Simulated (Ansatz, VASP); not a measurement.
This is a calculation of InP for VASP 6.6.1.

File INCAR:

```
PREC = Accurate
ENCUT = 520
EDIFF = 1E-6
ISMEAR = 0
SIGMA = 0.028000000000000004
LREAL = F
LASPH = T
NELM = 100
ALGO = Normal
ISIF = 2
LWAVE = F
LCHARG = F
GGA = PE
NBANDS = 16
```

File KPOINTS:

```
Automatic mesh
0
Gamma
  8 8 8
```

POSCAR

```
InP
1.0
    0.0000000000      2.7688340000      2.7688340000
    2.7688340000      0.0000000000      2.7688340000
    2.7688340000      2.7688340000      0.0000000000
In P
1 1
Direct
    0.0000000000      0.0000000000      0.0000000000
    0.5000000000      0.5000000000      0.5000000000
```

Potentials or basis: VASP PAW PBE potentials, release 64 (In_d, P).

Launch:

```console
$ cat potpaw_PBE.64/In_d/POTCAR potpaw_PBE.64/P/POTCAR > POTCAR
$ mpirun -np 1 vasp_std > vasp.out
```

Problem. Translate it to Ansatz 0.2.0. Potentials there: Ansatz PAW.

Solution. As run (the cutoff follows the program's own potentials):

Contents of input.yaml:

```yaml
crystal:
  lattice:
    - [0.0, 2.768834, 2.768834]
    - [2.768834, 0.0, 2.768834]
    - [2.768834, 2.768834, 0.0]
  atoms:
    - { symbol: In, position: [0.0, 0.0, 0.0] }
    - { symbol: P, position: [0.5, 0.5, 0.5] }
hamiltonian:
  xc: pbe
  pseudopotentials: { kind: paw }
kpoints:
  mp_grid: { grid: [8, 8, 8] }
scf:
  occupations: { method: gaussian, width: 0.028 }
output:
  forces: true
  stress: true
  eigenvalues: true
```

Potentials or basis: Ansatz PAW.

Launch:

```console
$ ansatz run input.yaml --threads 2 --pin off --max-ram 5632MiB --backend cpu --events-out ev --progress --plain --runs-dir out
```

Both were run:

|  | VASP | Ansatz | Ansatz less VASP |
| --- | --- | --- | --- |
| gap on the k mesh at the Fermi level (eV) | none | none | - |
| pressure (GPa) | -0.1 | -0.1 | +0.04 |

A gap of «none» marks a metal or a gap that the smearing closes.
